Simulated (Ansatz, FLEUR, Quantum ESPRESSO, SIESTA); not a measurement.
## MgS: programs and potentials compared

```xyz
2
Lattice="0.0000 2.8331 2.8331 2.8331 0.0000 2.8331 2.8331 2.8331 0.0000" Properties=species:S:1:pos:R:3 pbc="T T T"
S     1.4166    1.4166    1.4166
Mg    0.0000    0.0000    0.0000
```

The cell comes from a database or a generator and needn't be the stable form of this composition.

Alike in all runs: task band structure; functional LDA; k mesh 8 × 8 × 8; occupations fermi-dirac, width 0.05 eV; no spin polarisation; no spin-orbit coupling. LDA stands for any of its common fits. Pressure is positive in compression and, in plane waves, holds the error of the finite cutoff, which Ansatz's Pulay term estimates and takes out. Gaps are the smaller of the mesh's and the band path's.

| program and potentials | plane-wave cutoff (eV) | notes | band gap (eV) | pressure (GPa) |
| --- | --- | --- | --- | --- |
| Ansatz, Ansatz PAW | 420 | potentials made for PBE, which Ansatz adapts in part | 3.17 | -2.19 |
| Quantum ESPRESSO, GBRV 1.5 LDA | 612 | - | 3.17 | -2.24 |
| FLEUR, all-electron, FLAPW | - | - | 3.18 | - |
| SIESTA, files PseudoDojo sr-lda-0.4.1-standard, DZP (energy shift 0.003 Ry; two zetas on semicore shells) | - | atomic basis | 3.19 | -0.34 |
| Ansatz, all-electron LAPW, scalar-relativistic | - | - | ? | ? |

Task: Estimate from the other rows what the run with Ansatz, all-electron LAPW, scalar-relativistic gave.

Result: Band gap 3.17 eV; pressure -2.17 GPa. The other rows, which needn't bracket it: band gap 3.17 to 3.19; pressure -2.24 to -0.34.
